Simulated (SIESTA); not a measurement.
PbO2:

```
Pb O
1.0
     0.00000    2.70199    2.70199
     2.70199    0.00000    2.70199
     2.70199    2.70199    0.00000
Pb O
1 2
Direct
  0.00000 0.00000 0.00000
  0.75000 0.75000 0.75000
  0.25000 0.25000 0.25000
```

The cell comes from a database or a generator and needn't be the stable form of this composition.

Base run:

| Item | Value |
| --- | --- |
| Program | SIESTA 5.4.2 |
| Functional | PBEsol |
| Potentials or basis | PseudoDojo 0.4 standard (PBEsol files) |
| Basis | TZDP (energy shift 0.003 Ry; two zetas on semicore shells) |
| Grid cutoff | 800 Ry |
| Energy shift | 0.003 Ry |
| k mesh | 9 × 9 × 9 |
| Occupations | fermi-dirac, width 0.05 eV |
| Spin | no spin polarisation |

Its results: band gap on the k mesh none (metal or under the smearing width); pressure -2.5 GPa.

**Question.** After a change of settings the same cell gave: band gap on the k mesh none (metal or under the smearing width); pressure 6.7 GPa. Which change was it?
A. basis from TZDP (energy shift 0.003 Ry; two zetas on semicore shells) to TZP (energy shift 0.003 Ry; two zetas on semicore shells)
B. basis from TZDP (energy shift 0.003 Ry; two zetas on semicore shells) to SZP (energy shift 0.003 Ry)
C. basis from TZDP (energy shift 0.003 Ry; two zetas on semicore shells) to SZ (energy shift 0.003 Ry)
D. basis from TZDP (energy shift 0.003 Ry; two zetas on semicore shells) to DZP (energy shift 0.003 Ry; two zetas on semicore shells)

**Answer.** C.

Caveats: spin-orbit coupling is left out, which moves the levels of the heavy elements; the basis of atomic orbitals isn't converged, which shifts pressures, moduli and gaps; the basis has no polarisation orbitals (some runs).
